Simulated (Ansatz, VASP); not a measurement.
# SnH (H-SnSn-H chair, 2 layers, AA): VASP beside Ansatz

One calculation is typed for both programs; each brings its own data sets. How far apart do they land? The structure shown is the start of the Ansatz relaxation below; VASP solves that cell, so the two are compared at the walk's first step.

Program: Ansatz 0.2.0. Level of theory: plane waves, with VASP 6.6.1 beside it; single point at PBE with D4. Results are calculated unless marked as measured.

## 1. Set-up

The cell holds 8 atoms: 4 H and 4 Sn. Cell: a = 4.587 Å, b = 4.587 Å, c = 52.953 Å, α = 90.0°, β = 90.0°, γ = 120.0°. Vacuum lies along c.

## 2. Ansatz: relaxation, PBE with D4

Ansatz runs on its default PAW (the set named soft_2) files.

The two programs are compared at the cell with which this relaxation starts, whose forces are those of its first step.

The input, input.yaml:

```yaml
crystal:
  lattice:
    - [4.587, 0.0, 0.0]
    - [-2.2935, 3.9724585272, 0.0]
    - [0.0, 0.0, 52.9533333329]
  atoms:
    - { symbol: H, position: [0.6666666667, 0.3333333333, 0.3965756012] }
    - { symbol: Sn, position: [0.6666666667, 0.3333333333, 0.4286793403] }
    - { symbol: Sn, position: [0.3333333333, 0.6666666667, 0.4461790256] }
    - { symbol: H, position: [0.3333333333, 0.6666666667, 0.4782827647] }
    - { symbol: H, position: [0.6666666667, 0.3333333333, 0.5217172353] }
    - { symbol: Sn, position: [0.6666666667, 0.3333333333, 0.5538209744] }
    - { symbol: Sn, position: [0.3333333333, 0.6666666667, 0.5713206597] }
    - { symbol: H, position: [0.3333333333, 0.6666666667, 0.6034243988] }
  periodic: [true, true, false]
kpoints:
  mp_grid: { grid: [7, 7, 1] }
hamiltonian:
  xc: pbe
  dispersion: d4
scf:
  occupations: { method: fermi_dirac, width: 0.05 }
  convergence: { dr2_threshold: 1.0e-09 }
relax:
  f_tol: 0.015
  max_steps: 90
  cell: {}
output:
  write_potential: true
  write_density: true
  volumetric_format: npy
```

On the command line:

```
$ ansatz run input.yaml --threads 4 --pin off --max-ram 6144MiB --backend cpu --events-out ev --progress --plain --runs-dir out
```

Numbers of over 12 decimals in the logs are rounded to 6 here.

What it wrote:

```text
Warning: relax.cell: scf.convergence.dr2_threshold = 1e-9 eV is looser than the 1.82214839676e-10 eV advised for a relaxation that steers and ends on the stress (1e-10 eV for each atom of the cell: 8, times the square of relax.cell.stress_2d_tol = 0.05 N/m over 21.0 Å (the atoms' height at the walk's start and 5 Å past either face), 2.386e-2 GPa, over a crystal's default 0.05). What an SCF threshold leaves in a stress goes as its square root, and in the free energy as the threshold itself, and one threshold admits the most on a small cell: [figures from the program's tests cut] Set scf.convergence.dr2_threshold to 1.82214839676e-10 eV or tighter. [rest of the remark cut]
Engine: ansatz 0.2.0, aarch64-unknown-linux-gnu
Pseudopotentials: kind: paw
Pseudopotential: H, paw, valence charge 1, recommended cutoff 420 eV (normal), H.paw.azcp
Pseudopotential: Sn, paw, valence charge 14, recommended cutoff 420 eV (normal), Sn.paw.azcp
Functional definition: PBE
  parameter kappa = 0.804
  parameter beta = 0.066725
  exchange = pbe_x(kappa = kappa, mu = beta*pi^2/3)
  correlation = pbe_c(beta = beta)
Crystal: 8 atoms, lattice volume = 964.898 Å³
Basis set: ecut = 420 eV, 18999 PW (Γ), exchange–correlation on 64×64×720 points (8 copies of the dense FFT grid, shifted against one another)
Bands: 38, of which v1, the nominal top of the filled ones, is band 30 counted from 1 (29 counted from 0)
Symmetry: 12 space group operations
Space group: P-3m1 (ITA 164), of the structure as read, at distance tolerance 9.9e-5 Å
k-points: 8 of 49
Non-local potential: H, projectors of the file, l = 0: 2, l = 1: 1
Non-local potential: Sn, projectors of the file, l = 0: 2, l = 1: 2, l = 2: 2, l = 3: 2
PAW form: soft (Blöchl's): semilocal exchange-correlation on the pseudo side does not see the compensation charge
PAW one-centre angular grid: H, 110 points (default); XC on 64 Gauss nodes
PAW one-centre angular grid: Sn, 590 points (default); XC on 64 Gauss nodes
Initial density: superposition of atomic densities (neutral atoms: chi_scale 0, normalization atom), corrected by the library's trained network
Initial wavefunctions: pseudopotential atomic-orbital guess
Functional: x = pbe(κ = 0.804, μ = 0.219515), c = pbe(β = 0.066725)
SCF iter   1: F=—  HF=-24159.457366 eV  |F-HF|=—  |Δ(HF+E_count)|=         —  Δρ=7.52e-4  dr2=1.05e-2  ethr=1.77e-3  ⟨swp⟩=14.9  Hψ=1882  notcnv=0
preconditioner: auto → Resta (q_TF=auto, 1.717 Å⁻¹)  ε∞=1.5  [insulator: Δε(μ)=0.733 eV  Ē_g=7.948 eV  σ=0.050 eV  W_gap=1.00  n_scr=94 (ndim 8)  ℏωp=5.3 eV  f_vac=0.773  D(μ)=0.00/eV (n_scr^D=0)  ε∞_Penn≈1.5  vacuum switching on, ρ_ref=4.6e-3 e/Å³]
SCF iter   2: F=—  HF=-24159.454813 eV  |F-HF|=—  |Δ(HF+E_count)|=   2.55e-3  Δρ=2.98e-4  dr2=2.68e-3  ethr=1.75e-5  ⟨swp⟩=3.5  Hψ=782  notcnv=0  defer=17
SCF iter   3: F=—  HF=-24159.455275 eV  |F-HF|=—  |Δ(HF+E_count)|=   4.62e-4  Δρ=1.71e-4  dr2=1.63e-3  ethr=4.47e-6  ⟨swp⟩=3.4  Hψ=597  notcnv=0  defer=17
SCF iter   4: F=—  HF=-24159.455215 eV  |F-HF|=—  |Δ(HF+E_count)|=   6.02e-5  Δρ=6.92e-5  dr2=6.75e-5  ethr=2.71e-6  ⟨swp⟩=2.4  Hψ=352  notcnv=0  defer=17
SCF iter   5: F=—  HF=-24159.455206 eV  |F-HF|=—  |Δ(HF+E_count)|=   9.51e-6  Δρ=1.88e-5  dr2=5.04e-6  ethr=1.13e-7  ⟨swp⟩=3.8  Hψ=600  notcnv=0  defer=17
SCF iter   6: F=—  HF=-24159.455274 eV  |F-HF|=—  |Δ(HF+E_count)|=   6.80e-5  Δρ=7.51e-6  dr2=5.52e-7  ethr=8.40e-9  ⟨swp⟩=2.9  Hψ=526  notcnv=0  defer=17
SCF iter   7: F=—  HF=-24159.455274 eV  |F-HF|=—  |Δ(HF+E_count)|=   7.99e-7  Δρ=7.18e-7  dr2=4.89e-9  ethr=9.20e-10  ⟨swp⟩=3.2  Hψ=495  notcnv=0  defer=17
SCF iter   8: F=-24159.455274 eV  HF=-24159.455274 eV  |F-HF|=1.94e-9  |Δ(HF+E_count)|=   3.03e-8  Δρ=2.00e-7  dr2=5.37e-10  ethr=1.67e-12  ⟨swp⟩=12.4  Hψ=2320  notcnv=0
SCF 1 converged in 8 iterations: F = -24159.455274 eV  dr2 = 5.37e-10
  greatest PAW one-centre occupation: 0.990 electrons in one spin orbital (limit 2), on the Sn atom at site 5 (counted from 0), in its partial waves of l = 2
relax step   1: F+E_penalty+E_count = -24159.45527434 eV  Δ(F+E_penalty+E_count) = +0.000e0 eV  max|allowed force component| = 5.924e-1 eV/Å  Δτ_max = 0.0000 Å  P = +0.939 N/m  Ω = 964.898 Å³  fix = [c, alpha, beta]  reactions: c +0.000 N/m  (8 SCF iters, accepted)
Crystal: 8 atoms, lattice volume = 990.127 Å³
Basis set: ecut = 420 eV, 19407 PW (Γ), exchange–correlation on 64×64×720 points (8 copies of the dense FFT grid, shifted against one another)
[...]
Initial wavefunctions: pseudopotential atomic-orbital guess (no wavefunctions were taken with the density)
iter 1 solved again at ethr=1.05e-7 eV; its pass at ethr=3.10e-3 eV (dr2=6.28e-5 eV) is discarded
SCF iter   1: F=—  HF=-24159.660148 eV  |F-HF|=—  |Δ(HF+E_count)|=         —  Δρ=5.69e-5  dr2=1.93e-6  ethr=1.05e-7  ⟨swp⟩=6.5  Hψ=3237  notcnv=0
preconditioner: auto → LDOS  [insulator: Δε(μ)=0.289 eV  Ē_g=7.911 eV  σ=0.050 eV  W_gap=0.89  n_scr=106 (ndim 8)  ℏωp=5.2 eV  f_vac=0.801  D(μ)=0.12/eV (n_scr^D=2)  ε∞_Penn≈1.4  β→1.0]
SCF iter   2: F=—  HF=-24159.662641 eV  |F-HF|=—  |Δ(HF+E_count)|=   2.49e-3  Δρ=6.33e-6  dr2=5.39e-7  ethr=3.21e-9  ⟨swp⟩=3.5  Hψ=713  notcnv=0
SCF iter   3: F=—  HF=-24159.662634 eV  |F-HF|=—  |Δ(HF+E_count)|=   6.71e-6  Δρ=3.76e-6  dr2=4.35e-7  ethr=8.99e-10  ⟨swp⟩=2.8  Hψ=586  notcnv=0
SCF iter   4: F=—  HF=-24159.662640 eV  |F-HF|=—  |Δ(HF+E_count)|=   5.94e-6  Δρ=1.94e-6  dr2=9.69e-8  ethr=7.25e-10  ⟨swp⟩=3.2  Hψ=609  notcnv=0
SCF iter   5: F=—  HF=-24159.662641 eV  |F-HF|=—  |Δ(HF+E_count)|=   4.26e-7  Δρ=5.98e-7  dr2=7.05e-9  ethr=1.62e-10  ⟨swp⟩=3.0  Hψ=585  notcnv=0
SCF iter   6: F=-24159.662641 eV  HF=-24159.662641 eV  |F-HF|=1.42e-8  |Δ(HF+E_count)|=   1.45e-7  Δρ=1.64e-7  dr2=5.94e-10  ethr=1.67e-12  ⟨swp⟩=15.6  Hψ=2642  notcnv=0
SCF 12 converged in 6 iterations: F = -24159.662641 eV  dr2 = 5.94e-10
relax step  12: F+E_penalty+E_count = -24159.66264081 eV  Δ(F+E_penalty+E_count) = -3.335e-3 eV  max|allowed force component| = 6.733e-3 eV/Å  Δτ_max = 0.0000 Å  P = +0.011 N/m  Ω = 1004.982 Å³  fix = [c, alpha, beta]  reactions: c +0.000 N/m  stress off target by 1.12e-2 N/m on what of the cell is left free  SCF on the basis re-selected at this cell (its energy is not comparable with the rows above)  (6 SCF iters)
basis re-selected at this cell: Δ(F+E_penalty+E_count) = -3.335e-3 eV, ΔP = +0.011 N/m vs the last step (what re-selecting the basis moved, of the pressure what is left beyond the Pulay correction that the steps carried, after the strain that the cell walked since its last selection, with what the two solves' SCF thresholds leave and, on support functions, any second-order correction that the steps lacked; it is no m [...]
WARN: The output density's exchange-correlation potential varies sharply where the density is thin. Do not read a vacuum level from v_tot or v_xc, or from such a field of the output density. On a cell that repeats whose density bears no net charge and no dipole along the vacuum's axis use v_es (v_loc + v_h of the components); under efield.dipole_correction with no amplitude use v_es + v_field, which holds any externa [...]
SCF converged after 6 iterations
Free energy (F): -24159.662641 eV
Harris-Foulkes:  -24159.662641 eV  (|F-HF|=1.42e-8)
Internal energy: -24159.661374 eV  (E = F + TS)
E sigma→0 (E₀):  -24159.662008 eV
Entropy (-TS):   -0.001267 eV (-0.158 meV/atom)
Fermi energy:    -4.776222 eV
--- Per-component energies (eV) ---
  E_band       = -1216.495166
  E_kinetic    = 799.953283
  E_local      = -182658.077405  (includes V_loc(G=0)·N_el)
  E_nonlocal   = -121.073804
  E_hartree    = 91313.740686
  E_xc         = -1560.374408
  E_vxc        = -423.838230  (∫ρ·V_xc dr)
  E_paw        = -16557.914052  (= ΣΔE_a)
  E_vpaw       = -1440.936431  (= ΣTr[D̂ρ^β])
  E_aug_tail   = -0.004543  (compensation charges beyond the density's cutoff)
  E_ewald      = 84625.111849
  E_disp       = -1.022980  (pairwise vdW)
  E_smearing   = -0.001267  (= −TS)
  E_closure    = -0.000000  (closes the sum)
  Σ components = -24159.662641   (vs F -24159.662641, Δ=0.00e0)
--- Forces (eV/Å), atoms counted from 1 ---
  atom   1  H      0.00000000     0.00000000     0.00317207
  atom   2  Sn     0.00000000     0.00000000    -0.00219211
  atom   3  Sn    -0.00000000    -0.00000000     0.00171118
  atom   4  H      0.00000000    -0.00000000    -0.00673288
  atom   5  H     -0.00000000     0.00000000     0.00673288
  atom   6  Sn     0.00000000     0.00000000    -0.00171118
  atom   7  Sn    -0.00000000    -0.00000000     0.00219211
  atom   8  H      0.00000000    -0.00000000    -0.00317207
  max |Σ_I F_I| component: 5.42e-20 eV/Å
--- 2D stress c σ (N/m, compression-positive) ---
        0.011222       0.000000       0.000000
        0.000000       0.011222      -0.000000
        0.000000      -0.000000       0.000000
  P = ½ c Tr σ = 0.0112 N/m
--- Band table (eV; the first three rows and the last of 8) ---
  k-point 0: bands = [... 26 lower, -5.0748, -5.0748, -4.9409, -4.9409, -4.6521, -4.0395, -1.9582, -1.6072, ... 4 higher]
  k-point 1: bands = [... 26 lower, -6.4663, -6.0278, -5.3981, -5.2580, -3.3147, -3.1609, -1.9565, -1.6051, ... 4 higher]
  k-point 2: bands = [... 26 lower, -7.1201, -6.8326, -5.9297, -5.7836, -3.3180, -3.0849, -1.8618, -1.0487, ... 4 higher]
  k-point 7: bands = [... 26 lower, -7.4797, -7.2379, -7.1839, -7.0819, -1.6686, -1.5278, -1.4990, -0.7898, ... 4 higher]
  the weakly bound empty levels are not read free of the cell's end (no_gap_told)
--- Relaxed structure (11 steps of the walk, 9 accepted, 1 SCFs on fresh bases) ---
  F+E_penalty+E_count = -24159.66264081 eV   max|allowed force component| = 6.733e-3 eV/Å   (the final SCF, on the basis selected at the relaxed cell)
  cell:  # Å, volume = 1004.9823 Å³
    - [4.681308, 0, 0]
    - [-2.340654, 4.054132, 0]
    - [0, 0, 52.9533333329]
  atoms:
    - { symbol: H, position: [0.666667, 0.333333, 0.414363] }
    - { symbol: Sn, position: [0.666667, 0.333333, 0.447188] }
    - { symbol: Sn, position: [0.333333, 0.666667, 0.462701] }
    - { symbol: H, position: [0.333333, 0.666667, 0.495481] }
    - { symbol: H, position: [0.666667, 0.333333, 0.504519] }
    - { symbol: Sn, position: [0.666667, 0.333333, 0.537299] }
    - { symbol: Sn, position: [0.333333, 0.666667, 0.552812] }
    - { symbol: H, position: [0.333333, 0.666667, 0.585637] }
```

[end of part 1 of 2]

[Lines on the potential files, build, host, timing and source positions are cut from VASP's logs without a mark.]

[Logs are printed without paths, hosts, clocks, repeated set-up lines and the standing remarks that a program may print on its own settings, such as how far it seeks lower states.]

[Hosts, paths, dates, database ids (printed as entryN), source tags and the programs' standing remarks are cut or masked in the printed files.]
